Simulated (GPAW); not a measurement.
# CoO (Fm-3m) in GPAW: a series of runs

Aim: see how the results for CoO move with the level of theory and the settings. Levels: optB88-vdW, revPBE+D4. Tasks: band structure, equation of state.

All numbers are computed with GPAW 26.7.0; they aren't measurements. Logs are shortened: lines on timing, memory, paths and dates and some standing lists are left out, and cuts for length are marked. The log counts tension as positive stress, the text compression.

## Step 1: The structure

It takes space group Fm-3m (No. 225, cubic). Conventional cell: a = 4.263 Å, b = 4.263 Å, c = 4.263 Å, α = 90.00°, β = 90.00°, γ = 90.00°. Co (site symmetry m-3m) has 6 O at 2.13 Å as nearest neighbours. O (site symmetry m-3m) has 6 Co at 2.13 Å as nearest neighbours.

## Step 2: Band structure, optB88-vdW, collinear spin, ferromagnetic start

Contents of run.py:

```python
from ase import Atoms
from ase.dft.bandgap import bandgap
from ase.io import write
from gpaw import GPAW, PW

atoms = Atoms(['Co', 'O'],
              cell=[[0.0, 2.1315, 2.1315],
                    [2.1315, 0.0, 2.1315],
                    [2.1315, 2.1315, 0.0]],
              scaled_positions=[[0.0, 0.0, 0.0],
                                [0.5, 0.5, 0.5]],
              pbc=True)
atoms.set_initial_magnetic_moments([2.0, 0.0])

calc = GPAW(mode=PW(800),
            xc={'name': 'optB88-vdW', 'backend': 'libvdwxc'},
            kpts={'size': (9, 9, 9), 'gamma': True},
            occupations={'name': 'fermi-dirac', 'width': 0.05},
            nbands=17,
            convergence={'density': 1e-05, 'energy': 1e-05},
            maxiter=150,
            legacy_gpaw=True,
            txt='gpaw.txt')
atoms.calc = calc
energy = atoms.get_potential_energy()
forces = atoms.get_forces()
calc.write('gs.gpw')
write('result.traj', atoms)
print(f'Energy: {energy:.6f} eV')
print('Forces (eV/A):')
print(forces.round(4))
print('Moments:', calc.get_magnetic_moments().round(3))
print('Fermi level:', round(calc.get_fermi_level(), 4), 'eV')
print(f'Gap: {bandgap(calc)[0]:.4f} eV, direct: {bandgap(calc, direct=True)[0]:.4f} eV')

path = atoms.cell.bandpath('GXWKGLUWLK,UX', npoints=80, eps=1e-4)
bs_calc = calc.fixed_density(kpts=path, symmetry='off', nbands=25,
                             convergence={'bands': 'CBM+6.0', 'eigenstates': 1e-6}, txt='bands.txt')
bs = bs_calc.band_structure()
bs.write('bs.json')
print(f'Gap on the path: {bandgap(bs_calc)[0]:.4f} eV')
```

Potentials or basis: GPAW PAW data sets (gpaw-data 1.2.1), pw.

On the command line:

```bash
$ OMP_NUM_THREADS=1 python run.py
```

gpaw.txt:

```text
___ ___ ___ _ _ _
 |   |   |_  | | | |
 | | | | | . | | | |
 |__ |  _|___|_____|  26.7.0
 |___|_|

Input parameters:
  convergence: {density: 1e-05,
                energy: 1e-05}
  kpts: {gamma: True,
         size: (9, 9, 9)}
  maxiter: 150
  mode: {ecut: 800.0,
         name: pw}
  nbands: 17
  occupations: {name: fermi-dirac,
                width: 0.05}
  xc: {backend: libvdwxc,
       name: optB88-vdW}

System changes: positions, numbers, cell, pbc, initial_charges, initial_magmoms

Initialize ...

species:
  Co:
    name:    Cobalt
    Z:       27.0
    valence: 9
    core:    18
    charge:  0.0  # [|e|]
    compensation charges:
      type: gauss
      rc: 0.32  # [Å]
      lmax: 2
    cutoffs:
      filter: 1.87  # [Å]
      core: 2.55  # [Å]
    projectors
    | kind |    occ | energy [eV] | rcut [Å] |
    |------|--------|-------------|----------|
    |   4s |  2.000 |      -5.469 |    1.005 |
    |   4p |  0.000 |      -1.277 |    1.058 |
    |   3d |  7.000 |      -8.205 |    1.005 |
    |    s |        |      21.742 |    1.005 |
    |    p |        |      25.934 |    1.058 |
    |    d |        |      19.007 |    1.005 |

    Using partial waves for Co as LCAO basis

  O:
    name:    Oxygen
    Z:       8.0
    valence: 6
    core:    2
    charge:  0.0  # [|e|]
    compensation charges:
      type: gauss
      rc: 0.21  # [Å]
      lmax: 2
    cutoffs:
      filter: 1.17  # [Å]
      core: 0.83  # [Å]
    projectors
    | kind |    occ | energy [eV] | rcut [Å] |
    |------|--------|-------------|----------|
    |   2s |  2.000 |     -23.961 |    0.688 |
    |   2p |  4.000 |      -9.029 |    0.598 |
    |    s |        |       3.251 |    0.688 |
    |    p |        |      18.182 |    0.598 |
    |    d |        |       0.000 |    0.619 |

    Using partial waves for O as LCAO basis

Reference energy: -39943.562207  # eV

Spin-polarized calculation.
Initial magnetic moment: 2.000000

Convergence criteria:
 Maximum [total energy] change in last 3 cyles: 1e-05 eV / valence electron
 Maximum integral of absolute [dens]ity change: 1e-05 electrons / valence electron
 Maximum integral of absolute [eigenst]ate change: 4e-08 eV^2 / valence electron
 Maximum number of scf [iter]ations: 150
 (Square brackets indicate name in SCF output, whereas a 'c' in
 the SCF output indicates the quantity has converged.)

Symmetries present (total): 48

  ( 1  0  0)  ( 1  0  0)  ( 1  0  0)  ( 1  0  0)  ( 1  0 -1)  ( 1  0 -1)
  ( 1  0 -1)  ( 1 -1  0)  ( 0  1  0)  ( 0  0  1)  ( 1  0  0)  ( 1 -1  0)
  ( 1 -1  0)  ( 1  0 -1)  ( 0  0  1)  ( 0  1  0)  ( 1 -1  0)  ( 1  0  0)

  ( 1  0 -1)  ( 1  0 -1)  ( 1 -1  0)  ( 1 -1  0)  ( 1 -1  0)  ( 1 -1  0)
  ( 0  1 -1)  ( 0  0 -1)  ( 1  0  0)  ( 1  0 -1)  ( 0 -1  1)  ( 0 -1  0)
  ( 0  0 -1)  ( 0  1 -1)  ( 1  0 -1)  ( 1  0  0)  ( 0 -1  0)  ( 0 -1  1)

  ( 0  1  0)  ( 0  1  0)  ( 0  1  0)  ( 0  1  0)  ( 0  1 -1)  ( 0  1 -1)
  ( 1  0  0)  ( 0  1 -1)  ( 0  0  1)  (-1  1  0)  ( 1  0 -1)  ( 0  1  0)
  ( 0  0  1)  (-1  1  0)  ( 1  0  0)  ( 0  1 -1)  ( 0  0 -1)  (-1  1  0)

  ( 0  1 -1)  ( 0  1 -1)  ( 0  0  1)  ( 0  0  1)  ( 0  0  1)  ( 0  0  1)
  ( 0  0 -1)  (-1  1  0)  ( 1  0  0)  ( 0  1  0)  ( 0 -1  1)  (-1  0  1)
  ( 1  0 -1)  ( 0  1  0)  ( 0  1  0)  ( 1  0  0)  (-1  0  1)  ( 0 -1  1)

  ( 0  0 -1)  ( 0  0 -1)  ( 0  0 -1)  ( 0  0 -1)  ( 0 -1  1)  ( 0 -1  1)
  ( 1  0 -1)  ( 0  1 -1)  ( 0 -1  0)  (-1  0  0)  ( 1 -1  0)  ( 0  0  1)
  ( 0  1 -1)  ( 1  0 -1)  (-1  0  0)  ( 0 -1  0)  ( 0 -1  0)  (-1  0  1)

  ( 0 -1  1)  ( 0 -1  1)  ( 0 -1  0)  ( 0 -1  0)  ( 0 -1  0)  ( 0 -1  0)
  ( 0 -1  0)  (-1  0  1)  ( 1 -1  0)  ( 0  0 -1)  ( 0 -1  1)  (-1  0  0)
  ( 1 -1  0)  ( 0  0  1)  ( 0 -1  1)  (-1  0  0)  ( 1 -1  0)  ( 0  0 -1)

  (-1  1  0)  (-1  1  0)  (-1  1  0)  (-1  1  0)  (-1  0  1)  (-1  0  1)
  ( 0  1  0)  ( 0  1 -1)  (-1  0  1)  (-1  0  0)  ( 0  0  1)  ( 0 -1  1)
  ( 0  1 -1)  ( 0  1  0)  (-1  0  0)  (-1  0  1)  ( 0 -1  1)  ( 0  0  1)

  (-1  0  1)  (-1  0  1)  (-1  0  0)  (-1  0  0)  (-1  0  0)  (-1  0  0)
  (-1  1  0)  (-1  0  0)  ( 0  0 -1)  ( 0 -1  0)  (-1  1  0)  (-1  0  1)
  (-1  0  0)  (-1  1  0)  ( 0 -1  0)  ( 0  0 -1)  (-1  0  1)  (-1  1  0)

729 k-points: 9 x 9 x 9 Monkhorst-Pack grid
35 k-points in the irreducible part of the Brillouin zone
       k-points in crystal coordinates                weights
   0:     0.00000000    0.00000000    0.00000000          1/729
   1:     0.11111111    0.11111111    0.00000000          6/729
   2:     0.11111111    0.11111111    0.11111111          8/729
   3:     0.22222222    0.11111111    0.11111111         12/729
   4:     0.22222222    0.22222222    0.00000000          6/729
   5:     0.22222222    0.22222222    0.11111111         24/729
   6:     0.22222222    0.22222222    0.22222222          8/729
   7:     0.33333333    0.22222222    0.11111111         24/729
   8:     0.33333333    0.22222222    0.22222222         24/729
   9:     0.33333333    0.33333333   -0.33333333         12/729
          ...
  34:     0.44444444    0.44444444    0.44444444          8/729

Wave functions: Plane wave expansion
  Cutoff energy: 800.000 eV
  Number of coefficients (min, max): 965, 1018
  Pulay-stress correction: 0.000000 eV/Ang^3 (de/decut=0.000000)
  Using FFTW library
  ScaLapack parameters: grid=1x1, blocksize=None
  Wavefunction extrapolation:
    Improved wavefunction reuse through dual PAW basis

Occupation numbers: Fermi-Dirac:
  width: 0.0500  # eV

Eigensolver
   Davidson(niter=2)

Densities:
  Coarse grid: 20*20*20 grid
  Fine grid: 40*40*40 grid
  Total Charge: 0.000000

Density mixing:
  Method: fullspin
  Backend: msr1
  Linear mixing parameter: 0.05
  old densities: 10
  Width of damping distribution: 1.1
  Damping of long wavelength oscillations: 20

Hamiltonian:
  XC and Coulomb potentials evaluated on a 40*40*40 grid
  Using the optB88 Exchange-Correlation functional
  External potential:
    NoExternalPotential

XC parameters: optB88 with libvdwxc
  Mode: serial
  Semilocal: GGA_X_OPTB88_VDW+LDA_C_PW with 2 nearest neighbor stencil
  Corresponding non-local functional: vdW-DF
  Local blocksize: 40 x 40 x 40
  PAW datasets: PBE

Number of atoms: 2
Number of atomic orbitals: 13
Number of bands in calculation: 17
Number of valence electrons: 15
Bands to converge: occupied

... initialized

Initializing position-dependent things.

Density initialized from atomic densities
Creating initial wave functions:
  13 bands from LCAO basis set
  4 bands from random numbers

              O

       Co

Atomic positions and initial magnetic moments

Positions:
   0 Co     0.000000    0.000000    0.000000    ( 0.0000,  0.0000,  2.0000)
   1 O      2.131500    2.131500    2.131500    ( 0.0000,  0.0000,  0.0000)

Unit cell:
           periodic     x           y           z      points  spacing
  1. axis:    yes    0.000000    2.131500    2.131500    20     0.1231
  2. axis:    yes    2.131500    0.000000    2.131500    20     0.1231
  3. axis:    yes    2.131500    2.131500    0.000000    20     0.1231

  Lengths:   3.014396   3.014396   3.014396
  Angles:   60.000000  60.000000  60.000000

Effective grid spacing dv^(1/3) = 0.1343

iter:   1   -36.987309                   +2.0015
iter:   2   -36.791133   -1.71  -1.06    +2.0374
iter:   3   -36.416580   -1.79  -1.12    +2.2283
iter:   4   -36.486382   -2.42  -1.54    +2.3486
iter:   5   -36.534070   -2.71  -1.89    +2.5262
iter:   6   -36.542784   -3.52  -2.41    +2.6145
iter:   7   -36.541243   -3.79  -2.27    +2.6686
iter:   8   -36.541864   -3.85  -2.80    +2.8018
iter:   9   -36.542384   -4.49  -3.06    +2.7392
iter:  10   -36.542439   -5.23  -3.33    +2.7726
iter:  11   -36.542453c  -7.09  -3.85    +2.7685
iter:  12   -36.542458c  -6.59  -4.00    +2.7636
iter:  13   -36.542458c  -8.44c -4.91    +2.7635
iter:  14   -36.542459c  -9.65c -5.27c   +2.7634

Converged after 14 iterations.

Dipole moment: (0.000000, 0.000000, 0.000000) |e|*Ang

Total magnetic moment: (0.000000, 0.000000, 2.763352)
Local magnetic moments:
   0 Co ( 0.000000,  0.000000,  2.399988)
   1 O  ( 0.000000,  0.000000,  0.206134)

Energy contributions relative to reference atoms: (reference = -39943.562207)

Kinetic:        +35.165398
Potential:      -30.925061
External:        +0.000000
XC:             -40.826153
Entropy (-ST):   -0.035983
Local:           +0.061349
SIC:             +0.000000
--------------------------
Free energy:    -36.560450
Extrapolated:   -36.542459

Non-local optB88 correlation energy: 1.290730
Semilocal GGA_X_OPTB88_VDW+LDA_C_PW energy: -142.141464
(Not including atomic contributions)
Spin contamination: 0.004963 electrons
Showing only first 2 kpts
                      Up                     Down
 Kpt  Band  Eigenvalues  Occupancy  Eigenvalues  Occupancy
  0     5      5.43885    1.00000      7.35777    1.00000
  0     6      5.55191    1.00000      7.35777    1.00000
  0     7      5.55191    1.00000      8.52866    0.19186
  0     8      5.55191    1.00000      8.52866    0.19186

  1     5      5.47936    1.00000      7.76945    1.00000
  1     6      6.13878    1.00000      7.76945    1.00000
  1     7      6.13879    1.00000      8.58221    0.07523
  1     8      6.49590    1.00000      9.04632    0.00001

Fermi level: 8.45676

No gap
No difference between direct/indirect transitions

Forces in eV/Ang:
  0 Co    0.00000    0.00000    0.00000
  1 O     0.00000   -0.00000    0.00000

Writing to gs.gpw (mode='')
```

Wall time 56 s (1 thread of Arm Neoverse V1, shared host); peak memory 0.32 GiB.

Results:

* Free energy: -36.5605 eV
* Band gap along the path: none (metal or under the smearing width)
* Net moment: 2.76 μB per cell
* Site moments: Co +2.40; O +0.21 μB

Levels at the corners of the path, in eV from the Fermi level:
Spin up:
```
point  band 7  band 8  band 9  band 10
    Γ   -2.90   -2.90   -2.90     1.14
    X   -2.16   -1.90   -1.90     5.89
    W   -2.14   -1.90   -1.17     8.06
    K   -1.84   -1.78   -1.13     7.43
    Γ   -2.90   -2.90   -2.90     1.14
    L   -1.66    0.22    0.22     5.26
    U   -1.84   -1.78   -1.13     7.43
    W   -2.14   -1.90   -1.17     8.06
    L   -1.66    0.22    0.22     5.26
    K   -1.84   -1.78   -1.13     7.43
    U   -1.84   -1.78   -1.13     7.43
    X   -2.16   -1.90   -1.90     5.89
```
Spin down:
| point | band 3 | band 4 | band 5 | band 6 | band 7 | band 8 | band 9 | band 10 |
| --- | --- | --- | --- | --- | --- | --- | --- | --- |
| Γ | -2.67 | -2.67 | -1.10 | -1.10 | -1.10 | 0.07 | 0.07 | 1.67 |
| X | -3.89 | -3.89 | -2.18 | 0.11 | 0.11 | 0.54 | 1.00 | 6.69 |
| W | -5.60 | -5.05 | -0.40 | -0.40 | 0.12 | 0.89 | 1.61 | 8.91 |
| K | -5.64 | -4.34 | -1.01 | -0.04 | 0.13 | 1.14 | 1.59 | 8.21 |
| Γ | -2.67 | -2.67 | -1.10 | -1.10 | -1.10 | 0.07 | 0.07 | 1.67 |
| L | -4.67 | -4.67 | -0.14 | -0.14 | 0.16 | 2.67 | 2.67 | 5.56 |
| U | -5.64 | -4.34 | -1.01 | -0.04 | 0.13 | 1.14 | 1.59 | 8.21 |
| W | -5.60 | -5.05 | -0.40 | -0.40 | 0.12 | 0.89 | 1.61 | 8.91 |
| L | -4.67 | -4.67 | -0.14 | -0.14 | 0.16 | 2.67 | 2.67 | 5.56 |
| K | -5.64 | -4.34 | -1.01 | -0.04 | 0.13 | 1.14 | 1.59 | 8.21 |
| U | -5.64 | -4.34 | -1.01 | -0.04 | 0.13 | 1.14 | 1.59 | 8.21 |
| X | -3.89 | -3.89 | -2.18 | 0.11 | 0.11 | 0.54 | 1.00 | 6.69 |

Caveat: the PAW data sets were made with another functional, which shifts forces and pressure a little; a cell with one magnetic atom can't hold antiferromagnetic order, which such compounds often take; semilocal functionals often make such compounds metallic where correlation or magnetic order opens a gap, which also shifts bond lengths.

[end of part 1 of 2]
